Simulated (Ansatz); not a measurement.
## One geometry of FeCo₃, one setting changed: fraction of exact exchange

Method: DFT HSE06, scalar-relativistic, plane waves, PAW (Ansatz 0.2.0). The atoms stay where they are, in a cell that isn't relaxed at these levels; pressure is positive in compression. Site moments are spin moments in atom-centred spheres that scale with the neighbour distance.

```yaml
crystal:
  lattice:
    - [3.53570, 0.00000, 0.00000]
    - [0.00000, 3.53570, 0.00000]
    - [0.00000, 0.00000, 3.53570]
  atoms:
    - { symbol: Fe, position: [0.00000, 0.00000, 0.00000] }
    - { symbol: Co, position: [0.50000, 0.50000, 0.00000] }
    - { symbol: Co, position: [0.50000, 0.00000, 0.50000] }
    - { symbol: Co, position: [0.00000, 0.50000, 0.50000] }
```

```json
{
 "plane-wave cutoff": "420 eV",
 "Γ-centred k-mesh": "6×6×6",
 "occupation rule": "Gaussian smearing, 0.1 eV",
 "list of starting moments (μB, in atom order)": "2.85 1.83 1.83 1.83",
 "check for lower electronic states after the SCF": "asked for but not made"
}
```

```csv
fraction of exact exchange,gap on mesh (eV),P (GPa),site moments (μB)
0.1,metal,3.9,"Fe +2.92, Co +1.88 (×3)"
0.5,metal,26.3,"Fe +3.80, Co +1.90 (×3)"
```

Q: What do the runs give for 0.15, 0.35?

A: They give:

```
fraction of exact exchange gap on mesh (eV) P (GPa) site moments (μB)
                      0.15             metal      4.7  Fe +3.02, Co +1.92 (×3)
                      0.35             metal     23.5  Fe +3.65, Co +1.98 (×3)
```

Cost: 4 runs of about 20 core-minutes in all, on Intel Xeon Processor @ 2.70GHz (shared hosts).